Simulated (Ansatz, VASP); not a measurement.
**HfO2 in VASP and in Ansatz**

The input INCAR:

```
PREC = Accurate
ENCUT = 520
EDIFF = 1E-6
ISMEAR = 0
SIGMA = 0.05
LREAL = F
LASPH = T
NELM = 80
ALGO = Normal
ISIF = 2
LWAVE = F
LCHARG = F
GGA = PE
NBANDS = 18
```

The input KPOINTS:

```
Automatic mesh
0
Gamma
  8 8 8
```

POSCAR

```
HfO2
1.0
    0.0000000000      2.5434341935      2.5434341935
    2.5434341935      0.0000000000      2.5434341935
    2.5434341935      2.5434341935      0.0000000000
Hf O
1 2
Direct
    0.0000000000      0.0000000000      0.0000000000
    0.2500000000      0.2500000000      0.2500000000
    0.7500000000      0.7500000000      0.7500000000
```

Input for Ansatz:

```yaml
crystal:
  lattice:
    - [0.0, 2.5434341935, 2.5434341935]
    - [2.5434341935, 0.0, 2.5434341935]
    - [2.5434341935, 2.5434341935, 0.0]
  atoms:
    - { symbol: Hf, position: [0.0, 0.0, 0.0] }
    - { symbol: O, position: [0.25, 0.25, 0.25] }
    - { symbol: O, position: [0.75, 0.75, 0.75] }
basis:
  ecutwfc: 420
  ecutrho_ratio: 4
kpoints:
  mp_grid: { grid: [8, 8, 8] }
hamiltonian:
  xc: pbe
scf:
  occupations: { method: gaussian, width: 0.05 }
output:
  forces: true
  stress: true
  eigenvalues: true
```

Alike in both runs: task single point; functional PBE; k mesh 8 × 8 × 8; occupations gaussian, width 0.05 eV; no spin polarisation.

|  | VASP | Ansatz |
| --- | --- | --- |
| version | VASP 6.6.1 | Ansatz 0.2.0 |
| potentials or method | VASP PAW PBE potentials, release 64 (Hf_pv, O) | scalar-relativistic, plane waves, PAW |
| plane-wave cutoff (eV) | 520 | 420 |
| valence electrons in the cell | 22 | 38 |

Ansatz gave:

- gap on the k mesh at the Fermi level (eV): 3.76
- least direct gap on the mesh (eV): 3.76
- pressure (GPa): 1.6

Question: Estimate VASP's values.

Answer: gap on the k mesh at the Fermi level (eV): 3.77; least direct gap on the mesh (eV): 3.77; pressure (GPa): -2.1.

One of these differences is far larger than is usual between the two programs; its cause wasn't traced. The two sets of potentials don't hold the same shells in valence.

Caveats: spin-orbit coupling is left out, which moves the levels of the heavy elements. A k mesh can miss the band edges. PBE gaps usually lie below the measured ones, often by a third to a half.
